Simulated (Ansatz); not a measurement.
C2H6O2 can be A, `COCO`, or B, `OCCO`.

Computed with Ansatz on PBE0-D4/def2-TZVP structures; ΔE is electronic, products minus reactants. CCSD(T)/CBS is frozen-core, at the limit of the def2 triple- and quadruple-zeta sets. DFT in def2-TZVPP. B3LYP here is the variant with VWN-RPA as its local correlation; programs differ in this. One conformer a species, not always the lowest.

A:

```xyz
10

C     0.9717   -0.7677   -0.5150
O    -0.4215   -0.6950   -0.3129
C    -0.8632    0.5787    0.0279
O    -0.4348    0.9984    1.2906
H     1.2037   -1.7962   -0.7900
H     1.2849   -0.1006   -1.3289
H     1.5252   -0.5008    0.3903
H    -1.9555    0.5347   -0.0356
H    -0.4775    1.3296   -0.6732
H    -0.8330    0.4189    1.9468
```

B:

Z-matrix (Å, degrees):
```
C
C 1 1.511
O 1 1.405 2 111.3
H 1 1.094 2 110.1 3 119.3
H 1 1.103 2 109.4 3 -123.0
O 2 1.418 1 110.8 3 56.7
H 2 1.092 1 109.7 3 -59.7
H 2 1.098 1 110.6 3 -179.0
H 3 0.964 1 106.3 2 -41.9
H 6 0.961 2 108.4 1 72.1
```

**Question.** Which isomer does CCSD(T)/CBS put lower? Give the gap. (An estimate is asked.)

**Answer.** Ansatz gave: B, by 18.0 kJ/mol.

**Question.** Give E(B) − E(A) in kJ/mol with HF/def2-TZVPP, PBE0-D4, B3LYP, CCSD/def2-TZVPP, ωB97M-V, CCSD(T)/def2-TZVPP, B3LYP-D4. (An estimate is asked.)

**Answer.** Ansatz gave: HF/def2-TZVPP -8.1, PBE0-D4 -16.2, B3LYP -11.2, CCSD/def2-TZVPP -15.6, ωB97M-V -15.7, CCSD(T)/def2-TZVPP -15.4, B3LYP-D4 -11.7. None reverses the order clearly.

Largest T1 diagnostic: 0.011.

In def2-TZVPP, CCSD(T) changes the Hartree–Fock value by −7.3 kJ/mol (the triples alone add +0.1 kJ/mol) and MP2 by −9.4 kJ/mol.
